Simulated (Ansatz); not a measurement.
# Stack of 1T-SnSe2 under 1T-ZrSSe, shifted by a third of the diagonal in a perpendicular field, part 2 of 2

What dipole does a perpendicular field induce in the stack of 1T-SnSe2 under 1T-ZrSSe, shifted by a third of the diagonal, and does the gap follow? A positive field points along +c.

Ansatz 0.2.0; plane-wave DFT, PBE-D3(BJ), Ansatz PAW.

So far. Step 2 (Relaxing the slab): The lattice constant a goes from 3.805 to 3.761 Å.

### 3. Atoms held, field 0, start network

A sawtooth potential applies the field, turning back in the middle of the vacuum. With the dipole correction the typed value is the field outside the slab. The induced dipole is small, so the SCF threshold is tight.

The cell differs from the one that the last finished run ended in (c 48.013 → 27.230 Å).

File input.yaml:

```yaml
crystal:
  lattice:
    - [3.7612395042, 0.0, 0.0]
    - [-1.8806197521, 3.2573289604, 0.0]
    - [0.0, 0.0, 27.2296943338]
  atoms:
    - { symbol: Se, position: [0.6666666667, 0.3333333333, 0.3305215215] }
    - { symbol: Sn, position: [0.0, 0.0, 0.3899875729] }
    - { symbol: Se, position: [0.3333333333, 0.6666666667, 0.4495253419] }
    - { symbol: Se, position: [0.0, 0.0, 0.5596669454] }
    - { symbol: Zr, position: [0.3333333333, 0.6666666667, 0.619246614] }
    - { symbol: S, position: [0.6666666667, 0.3333333333, 0.6694784785] }
kpoints:
  mp_grid: { grid: [12, 12, 1] }
  band_path:
    path: [[0, 0, 0], [0.5, 0, 0], [0.33333333, 0.33333333, 0], [0, 0, 0]]
    npoints: 16
hamiltonian:
  xc: pbe
  dispersion: d3bj
scf:
  occupations: { method: fermi_dirac, width: 0.02585 }
  convergence: { dr2_threshold: 1.0e-10 }
efield:
  axis: 3
  dipole_correction: true
  ramp_position: 0.97
  ramp_width: 0.06
  amplitude: 0
output:
  dos: { projected: true, e_range: [-6, 5] }
  write_potential: true
  write_density: true
  volumetric_format: npy
  elf: true
```

The run is started by

```bash
> ansatz run input.yaml --threads 2 --pin off --max-ram 4096MiB --backend cpu --events-out ev --progress --plain --runs-dir out
```

Numbers of over 12 decimals in the logs are rounded to 6 here.

The program printed:

```text
[...]
Crystal: 6 atoms, lattice volume = 333.607 Å³
Basis set: ecut = 420 eV, 6547 PW (Γ)
Bands: 48, of which v1, the nominal top of the filled ones, is band 40 counted from 1 (39 counted from 0)
Symmetry: 6 space group operations
[...]
k-points: 19 of 144 (time reversal used)
[...]
SCF iter   1: F=—  HF=-27524.504680 eV  |F-HF|=—  |Δ(HF+E_count)|=         —  Δρ=1.12e-3  dr2=2.57e-2  ethr=1.77e-3  p=-0.011 e·Å  D=-6.02e-3 V/Å  ΔV_dip=0.16 eV  dr2_dipole=1.08e-2  V_vac-E_F(+/−)=5.55/5.39 eV  ⟨swp⟩=10.2  Hψ=3896  notcnv=0  defer=3
efield: sawtooth ramp at fractional position 0.9700 (set: `efield.ramp_position`, or a place that a band, a saddle search or an elastic batch's reference lends), width 0.0600; the density the first Hamiltonian is built on has a dipole p = -0.011 e·Å; the dipole correction subtracts the counter field D = -6.02e-3 V/Å, which shifts the + side's vacuum level by +0.16 eV against the − side's; the planar-averaged density in the ramp window peaks in size at 1.3e-5 e/Å³
[...]
SCF iter   2: F=—  HF=-27524.502870 eV  |F-HF|=—  |Δ(HF+E_count)|=   1.81e-3  Δρ=1.12e-3  dr2=2.29e-2  ethr=3.21e-5  p=0.022 e·Å  D=1.21e-2 V/Å  ΔV_dip=-0.33 eV  dr2_dipole=8.41e-3  V_vac-E_F(+/−)=5.31/5.64 eV  ⟨swp⟩=2.5  Hψ=1638  notcnv=0  defer=64
[...]
SCF iter  13: F=-27524.500748 eV  HF=-27524.500748 eV  |F-HF|=1.09e-11  |Δ(HF+E_count)|=  2.55e-11  Δρ=4.95e-8  dr2=1.44e-11  ethr=1.00e-12  p=0.008 e·Å  D=4.44e-3 V/Å  ΔV_dip=-0.12 eV  dr2_dipole=1.99e-12  V_vac-E_F(+/−)=5.42/5.54 eV  ⟨swp⟩=9.2  Hψ=2626  notcnv=0
SCF 1 converged in 13 iterations: F = -27524.500748 eV  dr2 = 1.44e-11
[...]
NSCF: frozen V_eff on 49 k-points
efield: sawtooth ramp at fractional position 0.9700 (kept from the solve that this one continues, or follows in the run), width 0.0600; the density the first Hamiltonian is built on has a dipole p = 0.008 e·Å; the dipole correction subtracts the counter field D = 4.44e-3 V/Å, which shifts the + side's vacuum level by -0.12 eV against the − side's; the planar-averaged density in the ramp window peaks in size at 1.4e-5 e/Å³
[...]
SCF converged after 13 iterations
Free energy (F): -27524.500748 eV
[...]
Internal energy: -27524.500747 eV  (E = F + TS)
E sigma→0 (E₀):  -27524.500747 eV
Entropy (-TS):   -0.000001 eV (-0.000 meV/atom)
Fermi energy:    0.765958 eV
Dipole field:    D = 0.004443 V/Å  (p = 0.008192 e·Å, saw-weighted, corrected)
Work function:   Φ+ = 5.4150 eV   Φ− = 5.5360 eV
Levels:          The Fermi level and band energies are counted from a zero that moves with the ramp; work functions are not
[...]
--- Band table (eV; the first three rows and the last of 19) ---
  k-point 0: bands = [... 36 lower, 0.2637, 0.2637, 0.4431, 0.4431, 1.5794, 1.5794, 2.2374, 2.5956, ... 4 higher]
  k-point 1: bands = [... 36 lower, -0.1741, 0.0484, 0.1392, 0.4846, 1.6583, 1.8385, 2.4826, 2.8148, ... 4 higher]
  k-point 2: bands = [... 36 lower, -0.6490, -0.3272, 0.0470, 0.4559, 1.6020, 2.3029, 2.7399, 2.9419, ... 4 higher]
  k-point 18: bands = [... 36 lower, -1.6587, -1.6481, -0.6040, -0.4921, 2.1146, 2.2443, 2.8812, 3.0897, ... 4 higher]
```

Wall time 66 s (2 threads of Intel Xeon at 2.50GHz (Skylake/Cascade Lake), shared host); peak memory 0.9 GiB.

The column dr2 measures how far the density is from self-consistency, as an energy; F and HF (Harris–Foulkes) agree once it is small.

This step gave:

| Item | Value |
| --- | --- |
| dipole along the normal | 0.008192 e·Å |
| gap along the path | 0.5365 eV |
| smallest direct gap along the path | 0.9499 eV |
| step between the vacuum levels | -0.1210 eV |
| ionisation energy, upper face | 5.694 eV |
| electron affinity, upper face | 5.157 eV |
| ionisation energy, lower face | 5.814 eV |
| gap, the smaller of path and mesh | 0.5365 eV |

Running mean over a fixed 2.7 Å (it still follows the layers) of the planar mean; the ramp of the sawtooth is left out. The electron's electrostatic potential energy less the Fermi level by z:

```
z (Å)  electron's electrostatic potential energy less the Fermi level (eV)
    4                                                                 5.54
    5                                                                 5.53
    6                                                                 5.50
    7                                                                 4.76
    8                                                                 1.93
    9                                                                -1.44
   10                                                                -3.03
   11                                                                -3.24
   12                                                                -2.03
   13                                                                0.728
   14                                                                 1.35
   15                                                                -1.15
   16                                                                -6.56
   17                                                                -8.18
   18                                                                -5.69
   19                                                                0.229
   20                                                                 4.28
   21                                                                 5.36
   22                                                                 5.41
   23                                                                 5.41
   24                                                                 5.41
```

The density of states has structure finer than the step of the table below, so its rows give means over 0.25 eV, whole bins alone (the curve runs from -6 to 2.24 eV). Peaks (eV: height): -3.820: 10.8, -3.220: 13.0, -3.130: 12.2, -3.080: 12.4, -2.750: 12.1, -1.120: 9.77, 1.970: 19.7.

The density of states by energy, zero at the Fermi level of the run, which the smearing sets inside the gap; means over each step:

energy (eV), density of states (states/eV a cell) and a bar:
```
    -5.25        0.0 
    -5.00        0.4 ##
    -4.75        2.7 ###########
    -4.50        3.9 ################
    -4.25        4.8 ###################
    -4.00        3.1 #############
    -3.75        7.2 #############################
    -3.50        3.8 ###############
    -3.25        7.5 ##############################
    -3.00        6.0 ########################
    -2.75        6.8 ###########################
    -2.50        5.0 ####################
    -2.25        3.3 #############
    -2.00        4.4 #################
    -1.75        5.3 #####################
    -1.50        6.6 ##########################
    -1.25        4.8 ###################
    -1.00        5.1 #####################
    -0.75        4.7 ###################
    -0.50        2.0 ########
    -0.25        0.6 ##
     0.00        0.0 
     0.25        0.2 #
     0.50        1.4 ######
     0.75        2.8 ###########
     1.00        4.4 #################
     1.25        3.2 #############
     1.50        4.1 #################
     1.75        1.1 #####
     2.00        6.2 #########################
```

Projected DOS per atom over height of the atomic layer and energy from the Fermi level. Layers: Se Sn Se Se Zr S from below.

Ten even steps from '_' (0.00 states/eV) to '@' (2.86 states/eV), each cell a mean:
```
........@@..
......__--__
......__--__
__..____%%__
________--__
____________
____________
--__--..____
**__**::__..
++__++--....
--__--##..--
::__::++..::
::..::--..::
--::--==::--
::..::--++@@
......--::==
......----++
....::::--==
............
____________
____________
____________
```
Columns: height of the atomic layer (Å) from 9 to 18.2 (not evenly spaced); rows upwards: energy from the Fermi level (eV) from -5.96 to 2.23.

The electronic bands at the labelled points (eV, zero at the Fermi level of the run, which the smearing sets inside the gap):

```
  point  band 37  band 38  band 39  band 40  band 41  band 42  band 43  band 44
      Γ    -0.50    -0.50    -0.32    -0.32     0.81     0.81     1.47     1.83
halfway    -1.50    -1.38    -0.90    -0.43     0.67     1.56     1.92     2.31
      M    -1.95    -1.53    -1.14    -0.69     0.26     0.53     2.34     2.59
halfway    -2.37    -1.94    -1.33    -1.13     0.93     1.28     2.25     2.42
      K    -2.42    -2.41    -1.37    -1.26     1.35     1.48     2.12     2.32
halfway    -1.84    -1.42    -1.22    -0.76     1.17     1.59     1.92     2.53
      Γ    -0.50    -0.50    -0.32    -0.32     0.81     0.81     1.47     1.83
```

Electrostatic potential energy in the ca plane at fractional y = 0.000, with atoms of Sn and Se within 0.2 Å of it. With pseudopotentials it is smooth inside the atoms' cores, unlike the true potential.

Values in eV, 6 rows by 16 columns, each cell a mean:
```
  6   6   6   6   6   6   5   1  -7  -8   1   5  -2 -13  -9   3
  6   6   6   6   6   6   5   2  -7  -7   2   5   4  -6  -2  -1
  6   6   6   6   6   6   3  -1   2   2  -1   3   5   4  -2  -7
  6   6   6   6   6   6   4   0   1   1   0   4   5   3  -2  -5
  6   6   6   6   6   6   5   2 -11 -10   2   5   2 -12  -4   0
  6   6   6   6   6   6   5   0  -4  -5   0   5  -4  -9 -10   3
```
Columns run along c (16.0 Å, from fractional 0.07 to 0.65 of the cell; values clipped at the 3rd and 97th percentile), rows up along a (3.8 Å). Atoms in or near the plane, at fractional coordinates: Sn at (0.39, 0.00), Se at (0.56, 0.00).

ELF in the ca plane at fractional y = 0.000, with atoms of Sn and Se within 0.2 Å of it. It is the smooth field of the valence electrons, not physical close to the nuclei.

Values, 6 rows by 16 columns, each cell a mean:
```
0.00 0.00 0.00 0.00 0.00 0.01 0.05 0.20 0.16 0.17 0.19 0.05 0.68 0.58 0.69 0.23
0.00 0.00 0.00 0.00 0.00 0.08 0.36 0.50 0.31 0.31 0.50 0.24 0.37 0.74 0.51 0.14
0.00 0.00 0.00 0.00 0.01 0.22 0.66 0.69 0.33 0.34 0.69 0.52 0.06 0.26 0.14 0.19
0.00 0.00 0.00 0.00 0.01 0.18 0.60 0.66 0.34 0.35 0.66 0.46 0.12 0.43 0.22 0.17
0.00 0.00 0.00 0.00 0.00 0.04 0.23 0.39 0.27 0.27 0.38 0.15 0.49 0.77 0.62 0.16
0.00 0.00 0.00 0.00 0.00 0.01 0.03 0.17 0.13 0.13 0.16 0.05 0.72 0.43 0.67 0.26
```
Columns run along c (16.0 Å, from fractional 0.07 to 0.65 of the cell), rows up along a (3.8 Å). Atoms in or near the plane, at fractional coordinates: Sn at (0.39, 0.00), Se at (0.56, 0.00).

Valence density in the ca plane at fractional y = 0.000, with atoms of Sn and Se within 0.2 Å of it. It is the smooth field of the valence electrons, not physical close to the nuclei.

Ten steps, logarithmic in the rise over the least value, from '0' (0 e/Å³) to '9' (29 e/Å³), each cell a mean:
```
24776310000012588521000000000000000000000000
12443210000001344321000000000000000000000000
11121111000000122111001100000000000000000000
11111111100000001111111111000000000000000000
11000111110000000001111211000000000000000000
11000111110000000001111111000000000000000000
11111111100000111111111110000000000000000000
12332110000001233211000000000000000000000000
13665210000002467421000000000000000000000000
25786310000012699621000000000000000000000000
```
Columns run along c (16.0 Å, from fractional 0.35 to 0.94 of the cell), rows up along a (3.8 Å). Atoms in or near the plane, at fractional coordinates: Sn at (0.39, 0.00), Se at (0.56, 0.00).

The gap is 0.54 eV, with the valence edge 5.69 eV and the conduction edge 5.16 eV under the upper vacuum level.

### 4. Single point, field 0.1 V/Å

Edit input.yaml of step 3 so:

```diff
@@ -26,7 +26,6 @@
   dipole_correction: true
-  ramp_position: 0.97
-  ramp_width: 0.06
-  amplitude: 0
+  ramp_position: 0.9541
+  ramp_width: 0.0863
+  amplitude: 0.1
 output:
-  dos: { projected: true, e_range: [-6, 5] }
   write_potential: true
@@ -34,2 +33 @@
   volumetric_format: npy
-  elf: true
```

The program printed:

```text
[...]
Crystal: 6 atoms, lattice volume = 333.607 Å³
Basis set: ecut = 420 eV, 6547 PW (Γ)
Bands: 48, of which v1, the nominal top of the filled ones, is band 40 counted from 1 (39 counted from 0)
Symmetry: 6 space group operations
[...]
k-points: 19 of 144 (time reversal used)
[...]
k-point 0: bands = [... 36 lower, 0.2863, 0.2863, 0.4133, 0.4133, 1.6202, 1.6202, 2.2243, 2.6083, ... 4 higher]
  k-point 1: bands = [... 36 lower, -0.1653, 0.0816, 0.1190, 0.4448, 1.6987, 1.8791, 2.4899, 2.8075, ... 4 higher]
  k-point 2: bands = [... 36 lower, -0.6875, -0.2924, 0.0606, 0.4151, 1.6428, 2.3432, 2.7212, 2.9610, ... 4 higher]
  k-point 18: bands = [... 36 lower, -1.6287, -1.6204, -0.6501, -0.5214, 2.0814, 2.2861, 2.9117, 3.1297, ... 4 higher]
[key lines of the parts left out:]
SCF converged after 15 iterations
Free energy (F): -27524.505085 eV
Fermi energy:    0.751355 eV
Dipole field:    D = 0.042608 V/Å  (p = 0.078554 e·Å, saw-weighted, corrected)
```

It took 73 s on 2 threads; peak memory 0.8 GiB.

The dipole is 0.0786 e·Å, 0.0704 e·Å from its value without field, and the gap 0.586 eV.

### 5. Single point, field -0.1 V/Å

Edit input.yaml of step 4 so:

```diff
@@ -28,3 +28,3 @@
   ramp_width: 0.0863
-  amplitude: 0.1
+  amplitude: -0.1
 output:
```

The program printed:

```text
[...]
Crystal: 6 atoms, lattice volume = 333.607 Å³
Basis set: ecut = 420 eV, 6547 PW (Γ)
Bands: 48, of which v1, the nominal top of the filled ones, is band 40 counted from 1 (39 counted from 0)
Symmetry: 6 space group operations
[...]
k-points: 19 of 144 (time reversal used)
[...]
k-point 0: bands = [... 36 lower, 0.2362, 0.2362, 0.4783, 0.4783, 1.5375, 1.5375, 2.2392, 2.5909, ... 4 higher]
  k-point 1: bands = [... 36 lower, -0.1724, 0.0161, 0.1621, 0.5236, 1.6167, 1.7968, 2.4637, 2.8306, ... 4 higher]
  k-point 2: bands = [... 36 lower, -0.6138, -0.3617, 0.0348, 0.4955, 1.5600, 2.2614, 2.7419, 2.9366, ... 4 higher]
  k-point 18: bands = [... 36 lower, -1.6906, -1.6768, -0.5592, -0.4633, 2.1446, 2.2012, 2.8512, 3.0484, ... 4 higher]
[key lines of the parts left out:]
SCF converged after 15 iterations
Free energy (F): -27524.503447 eV
Fermi energy:    0.773940 eV
Dipole field:    D = -0.033727 V/Å  (p = -0.062180 e·Å, saw-weighted, corrected)
```

Wall time 67 s (2 threads); peak memory 0.8 GiB; 2.2 min of CPU time.

The dipole is -0.0622 e·Å, -0.0704 e·Å from its value without field, and the gap 0.475 eV.

### 6. Response, atoms held

This step: plane-wave DFT, PBE-D3(BJ), Ansatz PAW; response to a field along the normal, atoms held (Ansatz 0.2.0).

The dipoles give the slope, and the difference of two potentials shows where the field is screened.

This step gave:

```yaml
equivalent_conductor_thickness_p_eps_0ae: 10.39 Å
distance_between_the_outer_atoms: 9.230 Å
```

The dipole of the cell by applied field:

```
applied field (V/Å)  dipole of the cell (e·Å)
            -0.1000                   -0.0622
             0.0000                   0.00819
             0.1000                    0.0786
```

Local field over the applied field, running mean. From the potentials at -0.1 and 0.1 V/Å; running mean over 2.8 Å. Local field over applied field against z:

```
z (Å)  local field over applied field
    5                           0.995
    6                           0.958
    7                           0.783
    8                           0.466
    9                           0.171
   10                          0.0545
   11                          0.0419
   12                          0.0980
   13                           0.209
   14                           0.239
   15                           0.155
   16                          0.0592
   17                          0.0555
   18                           0.169
   19                           0.444
   20                           0.762
   21                           0.955
   22                           0.995
   23                           1.000
```

Electrons, planar mean, per unit field. Induced electron density against z:

```
z (Å)  induced electron density (e/Å³ per V/Å)
  4.5                                   5.2e-6
  5.0                                   1.7e-5
  5.5                                   5.4e-5
  6.0                                   1.6e-4
  6.5                                   4.5e-4
  7.0                                  0.00115
  7.5                                  0.00249
  8.0                                  0.00352
  8.5                                  0.00199
  9.0                                   9.3e-4
  9.5                                   4.4e-4
 10.0                                  -9.9e-4
 10.5                                  -2.9e-4
 11.0                                   7.6e-4
 11.5                                   4.7e-4
 12.0                                  -6.0e-4
 12.5                                 -0.00107
 13.0                                 -0.00194
 13.5                                 -0.00109
 14.0                                  0.00111
 14.5                                  0.00208
 15.0                                   8.6e-4
 15.5                                   3.5e-4
 16.0                                  -7.7e-5
 16.5                                  -5.4e-4
 17.0                                   1.1e-4
 17.5                                   1.7e-4
 18.0                                  -5.6e-4
 18.5                                 -0.00145
 19.0                                 -0.00364
 19.5                                 -0.00286
 20.0                                 -0.00130
 20.5                                  -4.9e-4
 21.0                                  -1.6e-4
 21.5                                  -5.3e-5
 22.0                                  -1.6e-5
 22.5                                  -4.7e-6
 23.0                                  -1.4e-6
```

The smaller of the gaps on the path and on the k-mesh, counted as 0 under 0.03 eV. Table of gap by applied field:

```
applied field (V/Å)  gap (eV)
            -0.1000     0.475
             0.0000     0.536
             0.1000     0.586
```

By hand: between -0.1 and 0.1 V/Å the dipole changes by 0.1407 e·Å, a slope of 0.7037 e·Å²/V. A perfect conductor of thickness t has p = ε₀AEt, so t = 180.95 × 0.7037 / 12.252 = 10.39 Å (e/ε₀ = 180.95 V·Å, A in Å²).

The induced dipole is that of a conductor 10.39 Å thick.

### 7. Summary of results

```
gap without field                          : 0.537 eV
ionisation energy, upper face              : 5.69 eV
electron affinity, upper face              : 5.16 eV
step between the vacuum levels             : -0.121 eV
equivalent conductor thickness, atoms held : 10.4 Å
```

In words: The induced dipole equals that of a perfect conductor 10.39 Å thick, while the outer atoms lie 9.23 Å apart; an out-of-plane ε follows only once a thickness t is chosen, by 1 − 1/ε = 10.39 Å / t. The two faces differ: the vacuum level above lies 0.12 eV lower than the one below. The gap goes from 0.54 eV to 0.48 eV at -0.1 V/Å. Semilocal functionals give gaps that are too small, and excitons are not included. Spin-orbit coupling is left out, which matters for the bands of elements this heavy.

[Logs are printed without paths, hosts, clocks, repeated set-up lines and the standing remarks that a program may print on its own settings, such as how far it seeks lower states.]

[Hosts, paths, dates, database ids (printed as entryN), source tags and the programs' standing remarks are cut or masked in the printed files.]

[Maps of the electrostatic potential energy from Ansatz leave out the sawtooth potential of an applied field or a dipole correction, so their vacuum need not be flat; planar profiles and work functions include it.]

[The density of states shown here was stored with 400 of the rows of the run's finer table, so its peaks can read low, often by over a quarter, or be missed, and its means over a window can be off by a tenth or more.]
